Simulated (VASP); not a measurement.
# Si (Fm-3m) in VASP: a series of runs

The runs below take Si through relaxation of the atoms, with PBEsol.

Program: VASP 6.6.1. These are calculated values, not measurements. Logs are shortened: lines on timing, memory, paths and dates and some standing lists are left out, and cuts for length are marked.

### Step 1. The crystal as given

The structure is cubic, space group Fm-3m (No. 225). The conventional cell has a = 3.831 Å, b = 3.831 Å, c = 3.831 Å, α = 90.00°, β = 90.00°, γ = 90.00°. Si (site symmetry m-3m) has 12 Si at 2.71 Å as nearest neighbours.

This isn't the form of Si at room conditions, which is diamond.

### Step 2. Relaxation of the atoms, PBEsol (a relaxed cell with its volume scaled by 0.96)

Contents of INCAR:

```
SYSTEM = Si
PREC     = Accurate       ! precision mode
ENCUT    = 600            ! plane-wave cutoff, eV
EDIFF    = 1E-7           ! SCF threshold, eV
ISMEAR   = 1              ! smearing method
SIGMA    = 0.1            ! smearing width, eV
LREAL    = .FALSE.        ! projectors in reciprocal space
LASPH    = .TRUE.         ! aspherical terms in the spheres
NELM     = 80             ! most SCF steps
ALGO     = Fast           ! electronic algorithm
ISIF     = 2              ! what is computed and relaxed
LWAVE    = .FALSE.        ! write WAVECAR
LCHARG   = .FALSE.        ! write CHGCAR
GGA      = PS             ! functional
IBRION   = 2              ! ionic algorithm
NSW      = 40             ! ionic steps
EDIFFG   = -0.01          ! ionic threshold
```

Contents of KPOINTS:

```
regular mesh
0
G
  16 16 16
  0 0 0
```

Contents of POSCAR:

```
Si                                      
1.0
    0.0000000000      1.8893973755      1.8893973755
    1.8893973755      0.0000000000      1.8893973755
    1.8893973755      1.8893973755      0.0000000000
  Si            
     1
Direct
     0.0000000000000000    0.0000000000000000    0.0000000000000000
```

Potentials or basis: VASP PAW PBE potentials, release 64 (Si).

The run is started by

```
$ cat potpaw_PBE.64/Si/POTCAR > POTCAR
$ mpirun -np 1 vasp_std > vasp.out
```

OUTCAR:

```text
SYSTEM = Si
   PREC = Accurate
   ENCUT = 600
   EDIFF = 1E-7
   ISMEAR = 1
   LREAL = .FALSE.
   LASPH = .TRUE.
   NELM = 80
   ISIF = 2
   GGA = PS
   IBRION = 2
   NSW = 40
   EDIFFG = -0.01

 ion  position               nearest neighbor table
   1  0.000  0.000  0.000-

  LATTYP: Found a face centered cubic cell.
 ALAT       =     3.7787947510

  Lattice vectors:

 A1 = (   0.0000000000,   1.8893973755,   1.8893973755)
 A2 = (   1.8893973755,   0.0000000000,   1.8893973755)
 A3 = (   1.8893973755,   1.8893973755,   0.0000000000)

Analysis of symmetry for initial positions (statically):
=====================================================================
 Subroutine PRICEL returns:
 Original cell was already a primitive cell.

 Routine SETGRP: Setting up the symmetry group for a
 face centered cubic supercell.

 Subroutine GETGRP returns: Found 48 space group operations
 (whereof 48 operations were pure point group operations)
 out of a pool of 48 trial point group operations.

The static configuration has the point symmetry O_h .

Analysis of symmetry for dynamics (positions and initial velocities):
=====================================================================
 Subroutine PRICEL returns:
 Original cell was already a primitive cell.

 Routine SETGRP: Setting up the symmetry group for a
 face centered cubic supercell.

 Subroutine GETGRP returns: Found 48 space group operations
 (whereof 48 operations were pure point group operations)
 out of a pool of 48 trial point group operations.

The dynamic configuration has the point symmetry O_h .

 Subroutine INISYM returns: Found 48 space group operations
 (whereof 48 operations are pure point group operations),
 and found     1 'primitive' translations

----------------------------------------------------------------------------------------

                                     Primitive cell

  volume of cell :      13.4896

  direct lattice vectors                    reciprocal lattice vectors
     0.000000000  1.889397375  1.889397375    -0.264634643  0.264634643  0.264634643
     1.889397375  0.000000000  1.889397375     0.264634643 -0.264634643  0.264634643
     1.889397375  1.889397375  0.000000000     0.264634643  0.264634643 -0.264634643

  length of vectors
     2.672011393  2.672011393  2.672011393     0.458360647  0.458360647  0.458360647

  position of ions in fractional coordinates (direct lattice)
     0.000000000  0.000000000  0.000000000

  ion indices of the primitive-cell ions
   primitive index   ion index
                 1           1

----------------------------------------------------------------------------------------

 KPOINTS: regular mesh

Automatic generation of k-mesh.
 Grid dimensions read from file:
 generate k-points for:   16   16   16

 Generating k-lattice:

  Cartesian coordinates                     Fractional coordinates (reciprocal lattice)
    -0.016539665  0.016539665  0.016539665     0.062500000  0.000000000  0.000000000
     0.016539665 -0.016539665  0.016539665     0.000000000  0.062500000  0.000000000
     0.016539665  0.016539665 -0.016539665     0.000000000  0.000000000  0.062500000

  Length of vectors
     0.028647540  0.028647540  0.028647540

  Shift w.r.t. Gamma in fractional coordinates (k-lattice)
     0.000000000  0.000000000  0.000000000

 Subroutine IBZKPT returns following result:
 ===========================================

 Found    145 irreducible k-points:

 Following reciprocal coordinates:
            Coordinates               Weight
  0.000000  0.000000  0.000000      1.000000
  0.062500  0.000000  0.000000      8.000000
  0.125000  0.000000  0.000000      8.000000
  0.187500  0.000000  0.000000      8.000000
  0.250000  0.000000  0.000000      8.000000
  0.312500  0.000000  0.000000      8.000000
[... 16 lines left out ...]
 -0.125000  0.062500  0.000000     24.000000
 -0.062500  0.062500  0.000000     12.000000
 [... further k-points ...]
   k-points           NKPTS =    145   k-points in BZ     NKDIM =    145   number of bands    NBANDS=      6
   number of dos      NEDOS =    301   number of ions     NIONS =      1
   total plane-waves  NPLWV =  13824
   dimension x,y,z NGX =    24 NGY =   24 NGZ =   24
   dimension x,y,z NGXF=    48 NGYF=   48 NGZF=   48
   ions per type =               1
   NGX,Y,Z   is equivalent  to a cutoff of  14.93, 14.93, 14.93 a.u.
   NGXF,Y,Z  is equivalent  to a cutoff of  29.86, 29.86, 29.86 a.u.
 SYSTEM =  Si
   PREC   = accura    normal or accurate (medium, high low for compatibility)
   ISTART =      0    job   : 0-new  1-cont  2-samecut
   ICHARG =      2    charge: 1-file 2-atom 10-const
   ISPIN  =      1    spin polarized calculation?
   LNONCOLLINEAR =      F non collinear calculations
   LSORBIT =      F    spin-orbit coupling
   LASPH  =      T    aspherical Exc in radial PAW
   ENCUT  =  600.0 eV  44.10 Ry    6.64 a.u.   5.34  5.34  5.34*2*pi/ulx,y,z
[... 62 lines left out ...]
      1      -4.0445      2.00000
      2      23.0736      0.00000
      3      23.0736      0.00000
      4      23.0737      0.00000
      5      23.2776      0.00000
      6      23.2776      0.00000

 k-point     2 :       0.0625    0.0000    0.0000
  band No.  band energies     occupation
      1      -3.9252      2.00000
      2      20.6974      0.00000
      3      22.2010      0.00000
      4      22.2010      0.00000
      5      24.3036      0.00000
      6      24.3260      0.00000

 k-point     3 :       0.1250    0.0000    0.0000
  band No.  band energies     occupation
      1      -3.5677      2.00000
      2      17.9029      0.00000
      3      21.4184      0.00000
      4      21.4185      0.00000
      5      24.9709      0.00000
      6      25.4377      0.00000

 k-point     4 :       0.1875    0.0000    0.0000
  band No.  band energies     occupation
      1      -2.9733      2.00000
      2      15.1091      0.00000
      3      20.8273      0.00000
      4      20.8273      0.00000
      5      24.9217      0.00000
      6      25.8456      0.00000

 k-point     5 :       0.2500    0.0000    0.0000
  band No.  band energies     occupation
      1      -2.1442      2.00000
      2      12.4263     -0.00000
      3      20.4289      0.00000
      4      20.4289      0.00000
      5      24.8302      0.00000
      6      25.0144      0.00000

 k-point     6 :       0.3125    0.0000    0.0000
  band No.  band energies     occupation
      1      -1.0835      2.00000
      2       9.9008      2.00000
      3      20.2162      0.00000
      4      20.2162      0.00000
      5      23.9584      0.00000
      6      23.9584      0.00000

 k-point     7 :       0.3750    0.0000    0.0000
  band No.  band energies     occupation
      1       0.2047      2.00000
      2       7.5570      2.00000
      3      20.1693      0.00000
      4      20.1693      0.00000
      5      23.0386      0.00000
      6      23.0386      0.00000

 k-point     8 :       0.4375    0.0000    0.0000
  band No.  band energies     occupation
      1       1.7135      2.00000
      2       5.4116      2.00000
      3      20.2344      0.00000
      4      20.2344      0.00000
      5      22.3799      0.00000
      6      22.3799      0.00000
[... 91 lines left out ...]
 k-point    19 :      -0.3750    0.0625    0.0000
  band No.  band energies     occupation
      1       0.7873      2.00000
      2       6.9179      2.00000
      3      18.3185      0.00000
      4      20.4666      0.00000
      5      22.7020      0.00000
      6      23.0631      0.00000

 k-point    20 :      -0.3125    0.0625    0.0000
  band No.  band energies     occupation
      1      -0.5748      2.00000
      2       9.1949      2.00000
      3      18.2309      0.00000
      4      21.0253      0.00000
      5      23.0051      0.00000
      6      24.0218      0.00000

 k-point    21 :      -0.2500    0.0625    0.0000
  band No.  band energies     occupation
      1      -1.7113      2.00000
      2      11.6574     -0.00000
      3      18.3430      0.00000
      4      21.4999      0.00000
      5      23.7374      0.00000
      6      25.1346      0.00000

 k-point    22 :      -0.1875    0.0625    0.0000
  band No.  band energies     occupation
      1      -2.6175      2.00000
      2      14.2826      0.00000
      3      18.6582      0.00000
      4      21.9837      0.00000
      5      24.6063      0.00000
      6      25.4990      0.00000

 k-point    23 :      -0.1250    0.0625    0.0000
  band No.  band energies     occupation
      1      -3.2901      2.00000
      2      17.0245      0.00000
      3      19.1788      0.00000
      4      22.5743      0.00000
      5      24.5437      0.00000
      6      25.4474      0.00000

 k-point    24 :      -0.0625    0.0625    0.0000
  band No.  band energies     occupation
      1      -3.7265      2.00000
      2      19.6467      0.00000
      3      20.0291      0.00000
      4      23.1707      0.00000
      5      23.5858      0.00000
      6      25.0754      0.00000

 [... further k-points ...]

------------------------ aborting loop because EDIFF is reached ----------------------------------------

  FORCE on cell =-STRESS in cart. coord.  units (eV):
  Direction    XX          YY          ZZ          XY          YZ          ZX
  --------------------------------------------------------------------------------------
  -------------------------------------------------------------------------------------
  Total        0.3742145      0.3742145      0.3742145      0.0000000      0.0000000     -0.0000000
  in kB       44.4458558     44.4458558     44.4458558      0.0000000      0.0000000     -0.0000000
  external PRESSURE =      44.4458558 kB  Pullay stress =       0.0000000 kB

 VOLUME and BASIS-vectors are now :
 -----------------------------------------------------------------------------
  energy-cutoff  :      600.00
  volume of cell :       13.49
      direct lattice vectors                 reciprocal lattice vectors
     0.000000000  1.889397375  1.889397375    -0.264634643  0.264634643  0.264634643
     1.889397375  0.000000000  1.889397375     0.264634643 -0.264634643  0.264634643
     1.889397375  1.889397375  0.000000000     0.264634643  0.264634643 -0.264634643

 POSITION                                       TOTAL-FORCE (eV/Angst)
 -----------------------------------------------------------------------------------
      0.00000      0.00000      0.00000         0.000000      0.000000      0.000000
 -----------------------------------------------------------------------------------
    total drift:                               -0.000000      0.000000     -0.000000

  FREE ENERGIE OF THE ION-ELECTRON SYSTEM (eV)
  ---------------------------------------------------
  free  energy   TOTEN  =        -5.3318180458 eV

  energy  without entropy=       -5.3321311048  energy(sigma->0) =       -5.33192240

 reached required accuracy - stopping structural energy minimisation
```

Wall time 9.7 s (1 thread of AMD EPYC 9R45 (Zen 5), shared host); peak memory 0.11 GiB.

Results:

```yaml
Free_energy: -5.3318 eV
Pressure_after_relaxing: 4.4 GPa
Band_gap_on_the_k_mesh: none (metal or under the smearing width)
```

Final structure:
```
Si
1.0
     0.00000    1.88940    1.88940
     1.88940    0.00000    1.88940
     1.88940    1.88940    0.00000
Si
1
Direct
  0.00000 0.00000 0.00000
```

Levels at points of the mesh, in eV from the Fermi level:
```csv
k point,band 1,band 2,band 3,band 4,band 5
"(0.00, 0.00, 0.00)",-15.12,12.00,12.00,12.00,12.21
"(0.50, 0.00, 0.00)",-7.81,-7.42,9.22,9.22,11.05
"(0.50, 0.50, 0.00)",-5.70,-4.55,3.40,3.40,4.28
```

Caveat: the relaxation stopped at its first step, so nothing moved; the PAW data sets were made with another functional, which shifts forces and pressure a little.

### Step 3. Relaxation of the atoms, PBEsol (a relaxed cell with its volume scaled by 0.98)

INCAR is that of step 2.

KPOINTS is that of step 2.

Contents of POSCAR:

```
Si                                      
1.0
    0.0000000000      1.9024281140      1.9024281140
    1.9024281140      0.0000000000      1.9024281140
    1.9024281140      1.9024281140      0.0000000000
  Si            
     1
Direct
     0.0000000000000000    0.0000000000000000    0.0000000000000000
```

Potentials or basis: VASP PAW PBE potentials, release 64 (Si).

The run is started by

```
$ cat potpaw_PBE.64/Si/POTCAR > POTCAR
$ mpirun -np 1 vasp_std > vasp.out
```

Wall time 9.7 s (1 thread of AMD EPYC 9R45 (Zen 5), shared host); peak memory 0.11 GiB.

The run converged. Its results:

```yaml
Free_energy: -5.3375 eV
Pressure_after_relaxing: 2.1 GPa
Band_gap_on_the_k_mesh: none (metal or under the smearing width)
```

Final structure:
```yaml
crystal:
  lattice:
    - [0.00000, 1.90243, 1.90243]
    - [1.90243, 0.00000, 1.90243]
    - [1.90243, 1.90243, 0.00000]
  atoms:
    - { symbol: Si, position: [0.00000, 0.00000, 0.00000] }
```

Levels at points of the mesh, in eV from the Fermi level:
```
           k point  band 1  band 2  band 3  band 4  band 5  band 6
(0.00, 0.00, 0.00)  -14.93   11.73   11.73   11.73   12.11   12.11
(0.50, 0.00, 0.00)   -7.76   -7.30    9.01    9.01   10.98   10.98
(0.50, 0.50, 0.00)   -5.61   -4.55    3.33    3.33    4.30    7.09
```

Caveat: the relaxation stopped at its first step, so nothing moved; the PAW data sets were made with another functional, which shifts forces and pressure a little.

### Step 4. Relaxation of the atoms, PBEsol

INCAR is that of step 3.

KPOINTS is that of step 3.

Contents of POSCAR:

```
Si                                      
1.0
    0.0000000000      1.9152827479      1.9152827479
    1.9152827479      0.0000000000      1.9152827479
    1.9152827479      1.9152827479      0.0000000000
  Si            
     1
Direct
     0.0000000000000000    0.0000000000000000    0.0000000000000000
```

The run is started by

```
$ cat potpaw_PBE.64/Si/POTCAR > POTCAR
$ mpirun -np 1 vasp_std > vasp.out
```

Run time: 9.8 s. Hardware: 1 thread of AMD EPYC 9R45 (Zen 5), shared host; peak memory 0.11 GiB.

Results (log left out):

- Free energy: -5.3394 eV
- Pressure after relaxing: 0.0 GPa
- Band gap on the k mesh: none (metal or under the smearing width)

Final structure:
```
CELL_PARAMETERS angstrom
0.00000 1.91528 1.91528
1.91528 0.00000 1.91528
1.91528 1.91528 0.00000
ATOMIC_POSITIONS crystal
Si 0.00000 0.00000 0.00000
```

Levels at points of the mesh, in eV from the Fermi level:
```tsv
k point	band 1	band 2	band 3	band 4	band 5
(0.00, 0.00, 0.00)	-14.75	11.46	11.46	11.46	12.02
(0.50, 0.00, 0.00)	-7.71	-7.17	8.81	8.81	10.91
(0.50, 0.50, 0.00)	-5.52	-4.55	3.25	3.25	4.33
```

Caveat: the relaxation stopped at its first step, so nothing moved; the PAW data sets were made with another functional, which shifts forces and pressure a little.

### Step 5. Relaxation of the atoms, PBEsol (a relaxed cell with its volume scaled by 1.02)

INCAR is that of step 4.

KPOINTS is that of step 4.

Contents of POSCAR:

```
Si                                      
1.0
    0.0000000000      1.9279671093      1.9279671093
    1.9279671093      0.0000000000      1.9279671093
    1.9279671093      1.9279671093      0.0000000000
  Si            
     1
Direct
     0.0000000000000000    0.0000000000000000    0.0000000000000000
```

The run is started by

```
$ cat potpaw_PBE.64/Si/POTCAR > POTCAR
$ mpirun -np 1 vasp_std > vasp.out
```

Wall time 9.3 s (1 thread of AMD EPYC 9R45 (Zen 5), shared host); peak memory 0.11 GiB.

Results (log left out):

- Free energy: -5.3377 eV
- Pressure after relaxing: -1.9 GPa
- Band gap on the k mesh: none (metal or under the smearing width)

Final structure:
```xyz
1
Lattice="0.0000 1.9280 1.9280 1.9280 0.0000 1.9280 1.9280 1.9280 0.0000" Properties=species:S:1:pos:R:3 pbc="T T T"
Si    0.0000    0.0000    0.0000
```

Levels at points of the mesh, in eV from the Fermi level:
```csv
k point,band 1,band 2,band 3,band 4,band 5,band 6
"(0.00, 0.00, 0.00)",-14.57,11.21,11.21,11.21,11.94,11.94
"(0.50, 0.00, 0.00)",-7.66,-7.05,8.61,8.61,10.84,10.84
"(0.50, 0.50, 0.00)",-5.43,-4.55,3.19,3.19,4.36,6.81
```

Caveat: the relaxation stopped at its first step, so nothing moved; the PAW data sets were made with another functional, which shifts forces and pressure a little.

### Step 6. Relaxation of the atoms, PBEsol (a relaxed cell with its volume scaled by 1.04)

INCAR is that of step 5.

KPOINTS is that of step 5.

Contents of POSCAR:

```
Si                                      
1.0
    0.0000000000      1.9404867270      1.9404867270
    1.9404867270      0.0000000000      1.9404867270
    1.9404867270      1.9404867270      0.0000000000
  Si            
     1
Direct
     0.0000000000000000    0.0000000000000000    0.0000000000000000
```

Potentials or basis: VASP PAW PBE potentials, release 64 (Si).

The run is started by

```
$ cat potpaw_PBE.64/Si/POTCAR > POTCAR
$ mpirun -np 1 vasp_std > vasp.out
```

It took 9.3 s on 1 thread of AMD EPYC 9R45 (Zen 5), shared host; peak memory 0.11 GiB.

The run converged. Its results:

```
Free energy             : -5.3329 eV
Pressure after relaxing : -3.6 GPa
Band gap on the k mesh  : none (metal or under the smearing width)
```

Final structure:
```
Si
1.0
     0.00000    1.94049    1.94049
     1.94049    0.00000    1.94049
     1.94049    1.94049    0.00000
Si
1
Direct
  0.00000 0.00000 0.00000
```

Levels at points of the mesh, in eV from the Fermi level:
```csv
k point,band 1,band 2,band 3,band 4,band 5,band 6
"(0.00, 0.00, 0.00)",-14.39,10.98,10.98,10.98,11.86,11.86
"(0.50, 0.00, 0.00)",-7.61,-6.93,8.43,8.43,10.78,10.78
"(0.50, 0.50, 0.00)",-5.34,-4.54,3.13,3.13,4.39,6.69
```

Caveat: the relaxation stopped at its first step, so nothing moved; the PAW data sets were made with another functional, which shifts forces and pressure a little.

### Step 7. The runs side by side

| cell | gap on the mesh (eV) | pressure (GPa) |
| --- | --- | --- |
| atoms relaxed from: a relaxed cell with its volume scaled by 0.96 | none | 4.4 |
| atoms relaxed from: a relaxed cell with its volume scaled by 0.98 | none | 2.1 |
| atoms relaxed | none | 0.0 |
| atoms relaxed from: a relaxed cell with its volume scaled by 1.02 | none | -1.9 |
| atoms relaxed from: a relaxed cell with its volume scaled by 1.04 | none | -3.6 |

Alike in all rows: task relaxation of the atoms; level PBEsol; potentials or basis VASP PAW PBE potentials, release 64 (Si); no spin polarisation; k mesh 16 × 16 × 16; cutoff (eV) 600; smearing methfessel-paxton 0.1 eV.

Caveats: the relaxation stopped at its first step, so nothing moved; the PAW data sets were made with another functional, which shifts forces and pressure a little.

Total energies depend on the potentials used, so only differences within one code and one set of settings carry meaning.
